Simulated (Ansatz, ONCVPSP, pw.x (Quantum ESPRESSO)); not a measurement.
## Ti (Z = 22): does the ONCV potential hold in the solid?

- Element: titanium (Ti)
- Generator: ONCVPSP 4.0.1.1 (patched build)
- Type: optimised norm-conserving Vanderbilt (ONCV)
- Functional: PBE
- Relativity: scalar-relativistic
- Frozen core: [Ar]
- Valence charge: 4
- Reference configuration: 3d2 4s1 4p1
- Partial waves: 4s: rc 2.60 bohr, ncon 5, nbas 10, qcut 2 1/bohr, 1 projector; 4p: rc 3.80 bohr, ncon 3, nbas 6, qcut 2.4 1/bohr, 2 projectors, debl 3.9 Ha; 3d: rc 2.50 bohr, ncon 4, nbas 8, qcut 5.9 1/bohr, 3 projectors, debl 3 Ha
- Local potential: polynomial inside 2.30 bohr (lpopt 5, dvloc0 0 Ha)
- Core correction: Teter function, parameters optimised by the program

Atomic tests: cutoffs needed: 14 Ha and 21 Ha (the cutoffs (Ha) at which the residual kinetic energy of the hardest occupied pseudo-wave falls to 1 and 0.1 mHa per electron) The cutoffs count occupied waves only; projector 3 of the d channel, the hardest unoccupied one, needs 57 Ha at the loose tolerance.; ghost test: no bound ghost flagged; GHOST(+) flagged for s at 8.8 eV, p at 114.3 eV; largest excitation error: +86 meV (all-electron minus pseudo) for 3d2 4s0 4p0, out of 4 test configurations.

Crystal test: bcc Ti in pw.x 7.5, no spin, 14³ k-points, Fermi–Dirac smearing 0.01 Ry, cutoffs 50/200 Ry. The reference is all-electron LAPW (Ansatz 0.2.0) with the same functional, mesh and smearing; V0 and B0 come from Birch–Murnaghan fits to the pressures at five volumes. Errors are pseudo minus all-electron; Δ is the rms difference of the E(V) curves that follow from these fits, minima aligned, over ±6 % about the mean V0. Mesh and smearing are coarse, so the numbers serve the comparison and aren't converged zero-temperature values; the lattice is a test structure that the element need not adopt.

All-electron: a0 = 3.264 Å (V0 = 17.38 Å³/atom), B0 = 104.1 GPa.

How far does the potential miss the all-electron equation of state?

mean pressure error (GPa): +5.65. The pressure does not cross zero within the volumes sampled, so no fit is given. The largest radius (3.80 bohr) exceeds half the bond length (2.67 bohr), so the spheres overlap, which is one possible source of error among others. This is a poor potential for the solid. The generator flags a localised state at positive energy (s at 9 eV).

```json
{"V (Å³/atom)": "16.476", "P all-electron (GPa)": "6.10", "P pseudo (GPa)": "11.51"}
{"V (Å³/atom)": "16.909", "P all-electron (GPa)": "3.01", "P pseudo (GPa)": "8.57"}
{"V (Å³/atom)": "17.343", "P all-electron (GPa)": "0.23", "P pseudo (GPa)": "5.94"}
{"V (Å³/atom)": "17.777", "P all-electron (GPa)": "-2.25", "P pseudo (GPa)": "3.52"}
{"V (Å³/atom)": "18.210", "P all-electron (GPa)": "-4.47", "P pseudo (GPa)": "1.33"}
```

At the middle volume, how do free energy and pressure move when the wave cutoff is lowered (ecutrho kept at four times it)?

| cutoff (Ry) | shift of F (meV/atom) | shift of P (GPa) |
| --- | --- | --- |
| 22 | +681.2 | -31.31 |
| 30 | +20.9 | -1.79 |
| 40 | +1.7 | -0.05 |

The run at the middle volume (104 k-points, 9 iterations) took about 16 s on one core of a shared host (Neoverse-N1, 64 threads, 124 GiB, load 52).
